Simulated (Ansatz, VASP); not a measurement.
**One calculation of HgSe, two programs**

File INCAR:

```
SYSTEM = HgSe
ALGO     = Normal         ! electronic algorithm
EDIFF    = 1E-6           ! SCF threshold, eV
EDIFFG   = -0.005         ! ionic threshold
ENCUT    = 600            ! plane-wave cutoff, eV
GGA      = PE             ! functional
IBRION   = 2              ! ionic algorithm
ISIF     = 3              ! what is computed and relaxed
ISMEAR   = 0              ! smearing method
LASPH    = .True.         ! aspherical terms in the spheres
LCHARG   = .False.        ! write CHGCAR
LREAL    = .False.        ! projectors in reciprocal space
LWAVE    = .False.        ! write WAVECAR
NELM     = 100            ! most SCF steps
NSW      = 100            ! ionic steps
PREC     = Accurate       ! precision mode
SIGMA    = 0.1            ! smearing width, eV
```

Contents of KPOINTS:

```
k-points
0
Gamma
  12 12 12
  0 0 0
```

The input POSCAR:

```
HgSe
1.0
    0.0000000000      3.1301276958      3.1301276958
    3.1301276958      0.0000000000      3.1301276958
    3.1301276958      3.1301276958      0.0000000000
Hg Se
1 1
Direct
    0.0000000000      0.0000000000      0.0000000000
    0.2500000000      0.2500000000      0.2500000000
```

Input for Ansatz:

```yaml
crystal:
  lattice:
    - [0.0, 3.1301276958, 3.1301276958]
    - [3.1301276958, 0.0, 3.1301276958]
    - [3.1301276958, 3.1301276958, 0.0]
  atoms:
    - { symbol: Hg, position: [0.0, 0.0, 0.0] }
    - { symbol: Se, position: [0.25, 0.25, 0.25] }
basis:
  ecutwfc: 420
kpoints:
  mp_grid: { grid: [12, 12, 12] }
hamiltonian:
  xc: pbe
scf:
  occupations: { method: gaussian, width: 0.1 }
output:
  forces: true
  stress: true
  eigenvalues: true
  write_density: true
  write_potential: true
  elf: true
  volumetric_format: npy
relax:
  adjacent_minimum: "off"
  f_tol: 0.005
  max_steps: 80
  cell: { stress_tol: 0.05 }
```

Alike in both runs: task relaxation of cell and atoms; functional PBE; k mesh 12 × 12 × 12; occupations gaussian, width 0.1 eV; no spin polarisation.

|  | VASP | Ansatz |
| --- | --- | --- |
| version | VASP 6.6.1 | Ansatz 0.2.0 |
| potentials or method | VASP PAW PBE potentials, release 64 (Hg, Se) | scalar-relativistic, plane waves, PAW |
| plane-wave cutoff (eV) | 600 | 420 |
| valence electrons in the cell | 18 | 36 |

|  | VASP | Ansatz | Ansatz less VASP |
| --- | --- | --- | --- |
| gap on the k mesh at the Fermi level, each at its own relaxed structure (eV) | none | none | - |
| relaxed volume (Å³/atom) | 30.80 | 30.67 | -0.131 |
| relaxed cell length with the largest relative difference (Å) | 4.433 | 4.427 | -0.0063 |

A gap of «none» marks a metal or a gap that the smearing closes. The two sets of potentials don't hold the same shells in valence.

The runs have no spin-orbit coupling, so splittings on Hg are missing. Zero-point motion and thermal expansion aren't in these numbers. PBE usually gives volumes a little too large and moduli too small.
